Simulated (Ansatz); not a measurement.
# TiAl2: how settings move the results

The task, for TiAl2: see how the k-point mesh on the displaced cell moves the results.

Program: Ansatz 0.2.0. Level of theory: DFT r2SCAN, scalar-relativistic, plane waves, PAW. These are calculated values, not measurements.

2 further runs of the same task are left out: 1 for a broken database entry, 1 set aside as unsound or not needed. Runs told in other sessions of the task aren't counted.

## (1) The structure to begin with

It takes space group Cmmm (No. 65, orthorhombic). The conventional cell has a = 3.959 Å, b = 12.094 Å, c = 4.032 Å, α = 90.00°, β = 90.00°, γ = 90.00°. Around Ti (site symmetry m2m) lie 10 Al at 2.68 to 2.92 Å. Al (site symmetry mmm) has 4 Ti at 2.68 Å and 8 Al at 2.83 to 2.93 Å in its first shell of neighbours. Around Al (site symmetry m2m) lie 6 Al at 2.67 to 2.93 Å and 6 Ti at 2.84 to 2.92 Å. Al (site symmetry mmm) is surrounded by 4 Ti at 2.70 Å and 8 Al at 2.83 to 2.91 Å.

As a file:

```cif
data_structure
_symmetry_space_group_name_H-M 'Cmmm'
_symmetry_Int_Tables_number 65
_cell_length_a 3.9591
_cell_length_b 12.0944
_cell_length_c 4.0315
_cell_angle_alpha 90.000
_cell_angle_beta 90.000
_cell_angle_gamma 90.000
_cell_volume 193.04
loop_
_atom_site_label
_atom_site_type_symbol
_atom_site_symmetry_multiplicity
_atom_site_Wyckoff_symbol
_atom_site_fract_x
_atom_site_fract_y
_atom_site_fract_z
_atom_site_occupancy
Ti1 Ti 4 i 0.50000 0.85100 0.00000 1
Al1 Al 2 a 0.00000 0.00000 0.00000 1
Al2 Al 4 j 0.50000 0.67600 0.50000 1
Al3 Al 2 c 0.50000 0.00000 0.50000 1
```

Source of the structure: the Crystallography Open Database. It is taken as it stands there.

## (2) The base run, which the others are set against

File input.yaml:

```yaml
crystal:
  lattice:
    - [1.97955, -6.0472, 0.0]
    - [1.97955, 6.0472, 0.0]
    - [0.0, 0.0, 4.0315]
  atoms:
    - { symbol: Ti, position: [0.649, 0.351, 0.0] }
    - { symbol: Ti, position: [0.351, 0.649, 0.0] }
    - { symbol: Al, position: [0.0, 0.0, 0.0] }
    - { symbol: Al, position: [0.824, 0.176, 0.5] }
    - { symbol: Al, position: [0.176, 0.824, 0.5] }
    - { symbol: Al, position: [0.5, 0.5, 0.5] }
basis:
  ecutwfc: 500
kpoints:
  mp_grid: { grid: [10, 10, 10] }
hamiltonian:
  xc: r2scan
scf:
  occupations: { method: gaussian, width: 0.1 }
output:
  forces: true
  stress: true
  eigenvalues: true
  populations: true
  write_density: true
  write_potential: true
  elf: true
  volumetric_format: npy
```

It was run beforehand and gave: -1195.5176 eV/atom at zero smearing, pressure -1.82 GPa, largest force 0.968 eV/Å, no gap on the mesh, in 7 SCF cycles and 66 s.

The runs on the displaced cell use a copy made earlier, with the atoms moved and the axes strained (about 1 %) at random, so that forces and shear stress do not vanish.

## (3) K-point mesh on the displaced cell: 1×1×1

File input.yaml:

```yaml
crystal:
  lattice:
    - [1.9867915778, -5.9691929361, 0.0021354797]
    - [2.0411216255, 5.9869778689, 0.0550771964]
    - [0.0582589234, 0.0176473848, 4.1238670175]
  atoms:
    - { symbol: Ti, position: [0.6530810729, 0.3572978994, 0.0026407882] }
    - { symbol: Ti, position: [0.3501598926, 0.6465156491, 0.0070038384] }
    - { symbol: Al, position: [0.0092213345, 0.0099272757, 0.0186379063] }
    - { symbol: Al, position: [0.8202782781, 0.1715917735, 0.5079580568] }
    - { symbol: Al, position: [0.1578646697, 0.828038212, 0.505996705] }
    - { symbol: Al, position: [0.4933251039, 0.4923950543, 0.4865820119] }
basis:
  ecutwfc: 500
kpoints:
  mp_grid: { grid: [1, 1, 1] }
hamiltonian:
  xc: r2scan
scf:
  occupations: { method: gaussian, width: 0.1 }
output:
  forces: true
  stress: true
  eigenvalues: true
```

On the command line:

```
$ ansatz run input.yaml --threads 1 --pin off --max-ram 2560MiB --backend cpu --events-out ev --progress --plain --runs-dir out
```

Log, cut to the lines that bear on the results:

```text
Warning: RAYON_NUM_THREADS=1 ignored (pool sized by the plan → 1); use --threads N
[...]
Pseudopotentials: kind: paw
Pseudopotential: Ti, paw, valence charge 12, recommended cutoff 500 eV (meta_gga), Ti.paw.azcp
Pseudopotential: Al, paw, valence charge 3, recommended cutoff 500 eV (meta_gga), Al.paw.azcp
Functional definition: r2SCAN
[...]
Crystal: 6 atoms, lattice volume = 99.276 Å³
Basis set: ecut = 500 eV, 2545 PW (Γ), exchange–correlation on 192×192×128 points (64 copies of the dense FFT grid, shifted against one another)
Bands: 24, of which v1, the nominal top of the filled ones, is band 18 counted from 1 (17 counted from 0)
Symmetry: 1 space group operations
Space group: P1 (ITA 1), of the structure as read, at distance tolerance 4.6e-5 Å
k-points: 1
[...]
SCF iter   1: F=—  HF=-7167.227891 eV  |F-HF|=—  |Δ(HF+E_count)|=         —  Δρ=3.61e-2  dr2=7.73e-1  dr2_τ=7.39e-2  ethr=1.77e-3  ⟨swp⟩=6.0  Hψ=120  notcnv=0
[...]
SCF iter  10: F=-7167.639255 eV  HF=-7167.639255 eV  |F-HF|=2.45e-9  |Δ(HF+E_count)|=   4.36e-7  Δρ=3.26e-6  dr2=1.06e-8  dr2_τ=3.50e-10  ethr=2.78e-10  ⟨swp⟩=9.0  Hψ=89  notcnv=0
[...]
SCF converged after 10 iterations
Free energy (F): -7167.639255 eV
[...]
E sigma→0 (E₀):  -7167.639255 eV
Fermi energy:    9.994409 eV
[...]
--- Forces (eV/Å), atoms counted from 1 ---
  atom   1  Ti    -0.24124391     1.95138483     0.08270529
  atom   2  Ti     0.15256507    -1.70617034    -0.32957227
  atom   3  Al    -0.25040043    -0.12244155    -0.31234784
  atom   4  Al     0.09515606     1.96424409    -0.08436013
  atom   5  Al     0.17078046    -2.14623573    -0.04271109
  atom   6  Al     0.07312543     0.05926361     0.68628237
[...]
--- Stress (GPa, compression-positive) ---
       15.850664      -1.098418      -4.792677
       -1.098418     -27.874711      -1.193097
       -4.792678      -1.193096       1.462486
  P = ⅓ Tr σ = -3.5205 GPa (-35.205 kbar)
--- Band table (eV) ---
  k-point 0: bands = ["-49.1765", "-49.1171", "-24.5272", "-24.4739", "-24.4079", "-24.3464", "-24.3346", "-24.2056", "-0.6380", "3.6108", "3.9456", "7.2427", "7.5625", "7.8687", "7.9861", "9.0417", "9.2573", "9.4388", "10.5500", "10.6525", "10.7902", "11.0485", "11.7632", "12.6574"]
```

Run time: 11 s. Hardware: 1 thread of Arm Neoverse V1, shared host; peak memory 0.59 GiB.

Read-out: -1194.6065 eV/atom at zero smearing, pressure -3.52 GPa, largest force 2.153 eV/Å and a gap of 1.11 eV on the mesh.

## (4) K-point mesh on the displaced cell: 2×2×2

input.yaml: that of step 3 with these lines changed.

```diff
@@ -15,3 +15,3 @@
 kpoints:
-  mp_grid: { grid: [1, 1, 1] }
+  mp_grid: { grid: [2, 2, 2] }
 hamiltonian:
```

On the command line:

```
$ ansatz run input.yaml --threads 1 --pin off --max-ram 2560MiB --backend cpu --events-out ev --progress --plain --runs-dir out
```

Log, cut to the lines that bear on the results:

```text
Warning: RAYON_NUM_THREADS=1 ignored (pool sized by the plan → 1); use --threads N
[...]
[... 4 set-up lines as earlier in the session ...]
[...]
Crystal: 6 atoms, lattice volume = 99.276 Å³
Basis set: ecut = 500 eV, 2545 PW (Γ), exchange–correlation on 192×192×128 points (64 copies of the dense FFT grid, shifted against one another)
Bands: 24, of which v1, the nominal top of the filled ones, is band 18 counted from 1 (17 counted from 0)
[... 2 set-up lines as earlier in the session ...]
k-points: 8
[...]
SCF iter   1: F=—  HF=-7172.384094 eV  |F-HF|=—  |Δ(HF+E_count)|=         —  Δρ=1.34e-2  dr2=2.08e-1  dr2_τ=4.51e-2  ethr=1.77e-3  ⟨swp⟩=6.0  Hψ=928  notcnv=0
[...]
SCF iter   9: F=-7172.455369 eV  HF=-7172.455369 eV  |F-HF|=8.05e-9  |Δ(HF+E_count)|=   2.78e-8  Δρ=4.64e-6  dr2=2.47e-8  dr2_τ=9.09e-10  ethr=2.78e-10  ⟨swp⟩=5.0  Hψ=730  notcnv=0
[...]
SCF converged after 9 iterations
Free energy (F): -7172.455369 eV
[...]
E sigma→0 (E₀):  -7172.451081 eV
Entropy (-TS):   -0.008577 eV (-1.430 meV/atom)
Fermi energy:    9.881175 eV
[...]
--- Forces (eV/Å), atoms counted from 1 ---
  atom   1  Ti    -0.15491460    -0.59049777    -0.00263898
  atom   2  Ti     0.08092226     0.92478907    -0.29888532
  atom   3  Al    -0.34007146     0.10311365    -0.47202618
  atom   4  Al     0.04592006     0.24626694    -0.05179766
  atom   5  Al     0.21460087    -0.90659650    -0.01524303
  atom   6  Al     0.15354802     0.22288563     0.84058096
[...]
--- Stress (GPa, compression-positive) ---
       -4.636894      -0.638875      -1.385227
       -0.638874       0.710595      -1.076545
       -1.385227      -1.076545      -8.336082
  P = ⅓ Tr σ = -4.0875 GPa (-40.875 kbar)
--- Band table (eV; the first three rows and the last of 8) ---
[... band rows left out ...]
[...]
```

Run time: 12 s. Hardware: 1 thread of Arm Neoverse V1, shared host; peak memory 0.64 GiB.

Result: -1195.4085 eV/atom at zero smearing, pressure -4.09 GPa, largest force 0.975 eV/Å and no gap on the mesh.

## (5) K-point mesh on the displaced cell: 4×4×2

input.yaml: that of step 4 with these lines changed.

```diff
@@ -15,3 +15,3 @@
 kpoints:
-  mp_grid: { grid: [2, 2, 2] }
+  mp_grid: { grid: [4, 4, 2] }
 hamiltonian:
```

On the command line:

```
$ ansatz run input.yaml --threads 1 --pin off --max-ram 2560MiB --backend cpu --events-out ev --progress --plain --runs-dir out
```

Log, cut to the lines that bear on the results:

```text
Warning: RAYON_NUM_THREADS=1 ignored (pool sized by the plan → 1); use --threads N
[...]
[... 4 set-up lines as earlier in the session ...]
[...]
Crystal: 6 atoms, lattice volume = 99.276 Å³
Basis set: ecut = 500 eV, 2545 PW (Γ), exchange–correlation on 192×192×128 points (64 copies of the dense FFT grid, shifted against one another)
Bands: 24, of which v1, the nominal top of the filled ones, is band 18 counted from 1 (17 counted from 0)
[... 2 set-up lines as earlier in the session ...]
k-points: 20 of 32 (time reversal used)
[...]
SCF iter   1: F=—  HF=-7172.619519 eV  |F-HF|=—  |Δ(HF+E_count)|=         —  Δρ=1.23e-2  dr2=1.78e-1  dr2_τ=4.35e-2  ethr=1.77e-3  ⟨swp⟩=6.0  Hψ=2407  notcnv=0
[...]
SCF iter   9: F=-7172.688603 eV  HF=-7172.688603 eV  |F-HF|=8.74e-10  |Δ(HF+E_count)|=   1.80e-7  Δρ=3.18e-6  dr2=1.51e-8  dr2_τ=4.24e-10  ethr=2.78e-10  ⟨swp⟩=6.0  Hψ=1815  notcnv=0
[...]
SCF converged after 9 iterations
Free energy (F): -7172.688603 eV
[...]
E sigma→0 (E₀):  -7172.681364 eV
Entropy (-TS):   -0.014479 eV (-2.413 meV/atom)
Fermi energy:    9.714440 eV
[...]
--- Forces (eV/Å), atoms counted from 1 ---
  atom   1  Ti    -0.15257974    -1.03122065    -0.04187509
  atom   2  Ti     0.10282504     1.33993632    -0.28379581
  atom   3  Al    -0.34750872     0.10445861    -0.44360931
  atom   4  Al     0.05244842     0.16539460    -0.07632112
  atom   5  Al     0.19436715    -0.80611840    -0.01727653
  atom   6  Al     0.15044998     0.22752921     0.86287510
[...]
--- Stress (GPa, compression-positive) ---
       -6.362642      -0.579469      -1.661927
       -0.579470      -1.212313      -0.940366
       -1.661927      -0.940366      -5.104107
  P = ⅓ Tr σ = -4.2264 GPa (-42.264 kbar)
--- Band table (eV; the first three rows and the last of 20) ---
[... band rows left out ...]
[...]
```

Wall time 17 s (1 thread of Arm Neoverse V1, shared host); peak memory 0.62 GiB.

This run gives -1195.4469 eV/atom at zero smearing, pressure -4.23 GPa, largest force 1.374 eV/Å and no gap on the mesh.

## (6) K-point mesh on the displaced cell: 4×4×4

input.yaml: that of step 5 with these lines changed.

```diff
@@ -15,3 +15,3 @@
 kpoints:
-  mp_grid: { grid: [4, 4, 2] }
+  mp_grid: { grid: [4, 4, 4] }
 hamiltonian:
```

On the command line:

```
$ ansatz run input.yaml --threads 1 --pin off --max-ram 2560MiB --backend cpu --events-out ev --progress --plain --runs-dir out
```

Log, cut to the lines that bear on the results:

```text
Warning: RAYON_NUM_THREADS=1 ignored (pool sized by the plan → 1); use --threads N
[...]
[... 4 set-up lines as earlier in the session ...]
[...]
Crystal: 6 atoms, lattice volume = 99.276 Å³
Basis set: ecut = 500 eV, 2545 PW (Γ), exchange–correlation on 192×192×128 points (64 copies of the dense FFT grid, shifted against one another)
Bands: 24, of which v1, the nominal top of the filled ones, is band 18 counted from 1 (17 counted from 0)
[... 2 set-up lines as earlier in the session ...]
k-points: 36 of 64 (time reversal used)
[...]
SCF iter   1: F=—  HF=-7172.775516 eV  |F-HF|=—  |Δ(HF+E_count)|=         —  Δρ=1.22e-2  dr2=1.80e-1  dr2_τ=4.20e-2  ethr=1.77e-3  ⟨swp⟩=6.2  Hψ=4415  notcnv=0
[...]
SCF iter   8: F=-7172.834269 eV  HF=-7172.834269 eV  |F-HF|=1.94e-9  |Δ(HF+E_count)|=   1.82e-7  Δρ=5.46e-6  dr2=4.99e-8  dr2_τ=6.25e-10  ethr=2.78e-10  ⟨swp⟩=8.1  Hψ=3678  notcnv=0
[...]
SCF converged after 8 iterations
Free energy (F): -7172.834269 eV
[...]
E sigma→0 (E₀):  -7172.828676 eV
Entropy (-TS):   -0.011186 eV (-1.864 meV/atom)
Fermi energy:    9.788054 eV
[...]
--- Forces (eV/Å), atoms counted from 1 ---
  atom   1  Ti    -0.12734419    -1.08647874    -0.04539543
  atom   2  Ti     0.09547327     1.37639276    -0.30701360
  atom   3  Al    -0.36110610     0.10414719    -0.44307363
  atom   4  Al     0.05107197     0.13473876    -0.06116476
  atom   5  Al     0.19310680    -0.73789525    -0.00874442
  atom   6  Al     0.14879055     0.20909340     0.86540895
[...]
--- Stress (GPa, compression-positive) ---
       -5.217008      -0.601449      -2.092958
       -0.601450      -0.464410      -0.981749
       -2.092957      -0.981749      -6.780958
  P = ⅓ Tr σ = -4.1541 GPa (-41.541 kbar)
--- Band table (eV; the first three rows and the last of 36) ---
[... band rows left out ...]
[...]
```

Wall time 24 s (1 thread of Arm Neoverse V1, shared host); peak memory 0.64 GiB.

This run gives -1195.4714 eV/atom at zero smearing, pressure -4.15 GPa, largest force 1.413 eV/Å and no gap on the mesh.

## (7) K-point mesh on the displaced cell: 6×6×6

input.yaml: that of step 6 with these lines changed.

```diff
@@ -15,3 +15,3 @@
 kpoints:
-  mp_grid: { grid: [4, 4, 4] }
+  mp_grid: { grid: [6, 6, 6] }
 hamiltonian:
```

On the command line:

```
$ ansatz run input.yaml --threads 1 --pin off --max-ram 2560MiB --backend cpu --events-out ev --progress --plain --runs-dir out
```

Log, cut to the lines that bear on the results:

```text
Warning: RAYON_NUM_THREADS=1 ignored (pool sized by the plan → 1); use --threads N
[...]
[... 4 set-up lines as earlier in the session ...]
[...]
Crystal: 6 atoms, lattice volume = 99.276 Å³
Basis set: ecut = 500 eV, 2545 PW (Γ), exchange–correlation on 192×192×128 points (64 copies of the dense FFT grid, shifted against one another)
Bands: 24, of which v1, the nominal top of the filled ones, is band 18 counted from 1 (17 counted from 0)
[... 2 set-up lines as earlier in the session ...]
k-points: 112 of 216 (time reversal used)
[...]
SCF iter   1: F=—  HF=-7172.783180 eV  |F-HF|=—  |Δ(HF+E_count)|=         —  Δρ=1.18e-2  dr2=1.59e-1  dr2_τ=4.17e-2  ethr=1.77e-3  ⟨swp⟩=6.3  Hψ=13849  notcnv=0
[...]
SCF iter   8: F=-7172.846920 eV  HF=-7172.846920 eV  |F-HF|=4.48e-8  |Δ(HF+E_count)|=   3.63e-7  Δρ=5.94e-6  dr2=4.30e-8  dr2_τ=1.28e-9  ethr=2.78e-10  ⟨swp⟩=9.1  Hψ=11466  notcnv=0
[...]
SCF converged after 8 iterations
Free energy (F): -7172.846920 eV
[...]
E sigma→0 (E₀):  -7172.838382 eV
Entropy (-TS):   -0.017076 eV (-2.846 meV/atom)
Fermi energy:    9.807221 eV
[...]
--- Forces (eV/Å), atoms counted from 1 ---
  atom   1  Ti    -0.09923872    -1.01659419    -0.02947539
  atom   2  Ti     0.06240615     1.31036479    -0.29901559
  atom   3  Al    -0.35971720     0.11560148    -0.46000480
  atom   4  Al     0.05789793     0.06302005    -0.06086505
  atom   5  Al     0.19068223    -0.68819822    -0.00980736
  atom   6  Al     0.14796899     0.21581737     0.85917457
[...]
--- Stress (GPa, compression-positive) ---
       -5.661948      -0.568243      -2.035983
       -0.568243      -0.167504      -0.995701
       -2.035982      -0.995701      -6.707159
  P = ⅓ Tr σ = -4.1789 GPa (-41.789 kbar)
--- Band table (eV; the first three rows and the last of 112) ---
[... band rows left out ...]
[...]
```

Wall time 54 s (1 thread of Arm Neoverse V1, shared host); peak memory 0.73 GiB.

This run gives -1195.4731 eV/atom at zero smearing, pressure -4.18 GPa, largest force 1.345 eV/Å and no gap on the mesh.

## (8) Summary: the k-point mesh on the displaced cell

Energies are per atom, extrapolated to zero smearing, and count from the run at 8×8×8. Pressure is positive in compression.

```csv
mesh,ΔE (meV/atom),pressure (GPa),largest change of a force component (eV/Å),gap on the mesh (eV),irreducible points,SCF cycles,CPU time
1×1×1,868,-3.52,3.051,1.111,1,10,11 s
2×2×2,66.1,-4.09,0.460,none,8,9,12 s
4×4×2,27.7,-4.23,0.121,none,20,9,17 s
4×4×4,3.18,-4.15,0.081,none,36,8,24 s
6×6×6,1.57,-4.18,0.034,none,112,8,54 s
8×8×8,0.00,-4.20,0.000,none,260,8,2 min
```

The times were taken beside other jobs on the same host; read them as orders of magnitude.

## (9) Results

| quantity | value |
| --- | --- |
| k-point mesh on the displaced cell: within 10 and 1 meV/atom of 8×8×8 from | 4×4×4 for 10; none of the others for 1 |

**Reading.** The last step in the k-point mesh on the displaced cell still changes the energy by 1.57 meV/atom: the series is not settled to 1 meV/atom. The gaps on the coarsest meshes are artefacts of sampling: the crystal is a metal on the dense ones. The energy moves one way along this series, and a metal needs dense meshes to resolve its Fermi surface. Forces come within 0.01 eV/Å only at the reference itself. The listed cell is far from this method's equilibrium (-1.8 GPa, forces up to 0.97 eV/Å), so its values are not those of the relaxed crystal.
